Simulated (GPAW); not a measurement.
Write an ASE script for GPAW 26.7.0 that does the following.

| Item | Value |
| --- | --- |
| Task | relaxation of cell and atoms |
| Functional | PBEsol |
| Dispersion | D4 |
| Potentials or basis | PAW data sets generated in the run's folder for this functional |
| Cutoff | 600 eV |
| Basis | pw |
| k mesh | 7 × 7 × 7 |
| Occupations | fermi-dirac, width 0.05 eV |
| Spin | collinear spin, ferromagnetic start |
| Starting moments | [0.0, 3.0, 3.0, 3.0] μB |
| Maxiter | 150 |
| Optimizer | BFGS |
| Fmax | 0.02 eV/Å |
| Max steps | 60 |
| Convergence | density=1e-05 forces=0.0001 |

Fe3Ge:

```
Ge Fe
1.0
     0.00000    2.87559    2.87559
     2.87559    0.00000    2.87559
     2.87559    2.87559    0.00000
Ge Fe
1 3
Direct
  0.00000 0.00000 0.00000
  0.75000 0.75000 0.75000
  0.25000 0.25000 0.25000
  0.50000 0.50000 0.50000
```

The cell comes from a database or a generator and needn't be the stable form of this composition.

These files were run (other wordings do the same):

run.py

```python
from ase import Atoms
from ase.calculators.mixing import SumCalculator
from ase.filters import FrechetCellFilter
from ase.io import write
from ase.optimize import BFGS
from dftd4.ase import DFTD4
from gpaw import GPAW, PW, setup_paths

setup_paths.insert(0, '.')

atoms = Atoms(['Ge', 'Fe', 'Fe', 'Fe'],
              cell=[[0.0, 2.8755854299, 2.8755854299],
                    [2.8755854299, 0.0, 2.8755854299],
                    [2.8755854299, 2.8755854299, 0.0]],
              scaled_positions=[[0.0, 0.0, 0.0],
                                [0.75, 0.75, 0.75],
                                [0.25, 0.25, 0.25],
                                [0.5, 0.5, 0.5]],
              pbc=True)
atoms.set_initial_magnetic_moments([0.0, 3.0, 3.0, 3.0])

calc = GPAW(mode=PW(600),
            xc='PBEsol',
            kpts={'size': (7, 7, 7), 'gamma': True},
            occupations={'name': 'fermi-dirac', 'width': 0.05},
            nbands=30,
            convergence={'density': 1e-05, 'forces': 0.0001},
            maxiter=150,
            txt='gpaw.txt')
atoms.calc = SumCalculator([calc, DFTD4(method='pbesol')])
opt = BFGS(FrechetCellFilter(atoms), trajectory='relax.traj', logfile='-')
done = opt.run(fmax=0.02, steps=60)
calc.write('gs.gpw')
write('result.traj', atoms)
print('Converged:', done)
print('Cell:', atoms.cell.cellpar().round(4))
print('Volume:', round(atoms.get_volume(), 4))
print(atoms.get_scaled_positions().round(5))
```

Potentials or basis: PAW data sets generated in the run's folder for this functional, pw.

Launch:

```sh
$ gpaw-setup -f PBEsol Fe Ge
$ OMP_NUM_THREADS=1 python run.py
```

Results of the run:

```
Relaxed volume                         : 11.14 Å³/atom
Relaxed cell                           : a = 3.980 Å, b = 3.980 Å, c = 3.980 Å, α = 60.00°, β = 60.00°, γ = 60.00°
Space group after relaxing (to 0.05 Å) : Fm-3m (No. 225)
Energy gained by relaxing              : 33.4 meV/atom
Ionic steps                            : 5
Pressure after relaxing                : -0.1 GPa
Band gap on the k mesh                 : none (metal or under the smearing width)
Net moment                             : 5.09 μB per cell
Site moments                           : Ge -0.03; Fe +1.32, +2.51 μB
Dispersion energy per atom             : -0.242 eV
```

Caveat: each step starts from the last one's moments, so a moment once lost doesn't come back; later steps reuse the first step's grids; pairwise dispersion overbinds metals, which lowers pressure and volume.

Wall time 9.5 min on 1 thread of Intel(R) Xeon(R) Platinum 8259CL CPU @ 2.50GHz (Skylake/Cascade Lake), on a shared host, peak memory 0.51 GiB.
